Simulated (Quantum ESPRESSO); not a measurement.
Os: phonons with PBEsol

Crystal: Os.

```
CELL_PARAMETERS angstrom
2.73410 0.00000 0.00000
-1.36705 2.36780 0.00000
0.00000 0.00000 4.31970
ATOMIC_POSITIONS crystal
Os 0.66667 0.33333 0.75000
Os 0.33333 0.66667 0.25000
```

```json
{
  "Program": "Quantum ESPRESSO 7.5",
  "Task": "phonons",
  "Functional": "PBEsol",
  "Potentials or basis": "PseudoDojo 0.4.1 SR PBEsol standard",
  "Cutoff": "1007 eV",
  "Density cutoff": "4027 eV",
  "k mesh": "11 × 11 × 6",
  "Occupations": "cold, width 0.2 eV",
  "Spin": "no spin polarisation",
  "Mixing beta": "0.5",
  "Most SCF iterations": "120",
  "SCF threshold": "4e-10 Ry"
}
```

```json
{"Relaxed volume": "13.88 Å³/atom", "Relaxed cell": "a = 2.726 Å, b = 2.726 Å, c = 4.312 Å, α = 90.00°, β = 90.00°, γ = 120.00°", "Space group after relaxing (to 0.05 Å)": "P6_3/mmc (No. 194)", "Pressure after relaxing": "0.0 GPa", "Band gap on the k mesh": "none (metal or under the smearing width)", "Highest phonon frequency at Γ": "220 cm⁻¹"}
```

The path:
```tsv
step	energy change (eV)	largest force (eV/Å)	pressure (GPa)	volume (Å³)
1	0.0000	0.0000	-3.17	27.96
2	0.0008	0.0000	3.88	27.51
3	-0.0021	0.0000	-0.01	27.76
4	-0.0021	0.0000	0.01	27.76
5	-0.0021	0.0000	-0.01	27.76
```

Final structure:
```
Os
1.0
     2.72640    0.00000    0.00000
    -1.36320    2.36113    0.00000
     0.00000    0.00000    4.31180
Os
2
Direct
  0.66667 0.33333 0.75000
  0.33333 0.66667 0.25000
```

Levels at points of the mesh, in eV from the Fermi level:
| k point | band 12 | band 13 | band 14 | band 15 | band 16 | band 17 | band 18 | band 19 | band 20 | band 21 |
| --- | --- | --- | --- | --- | --- | --- | --- | --- | --- | --- |
| (0.00, 0.00, 0.00) | -3.05 | -2.81 | -2.20 | -2.20 | -1.53 | -1.53 | 0.02 | 1.76 | 1.76 | 9.10 |
| (0.00, 0.00, -0.50) | -3.59 | -3.24 | -3.24 | -3.24 | -3.24 | 0.97 | 0.97 | 0.97 | 0.97 | 13.03 |

Phonon frequencies in cm⁻¹ (negative: imaginary):
```csv
q point,frequencies
"(0.000, 0.000, 0.000)",-5 -5 -5 147 147 220
```

Optical modes at Γ, degenerate ones joined:
```csv
cm⁻¹,components,symmetry,active in
147,2,E2g,Raman
220,1,B1g,silent
```

It took 6 min on 1 thread of AMD EPYC 9R45 96-Core Processor (Zen 5) (shared host), peak memory 0.1 GiB.

Caveat: the mesh is thin for the phonons of a metal. The run has no spin-orbit coupling, so splittings on Os are missing.
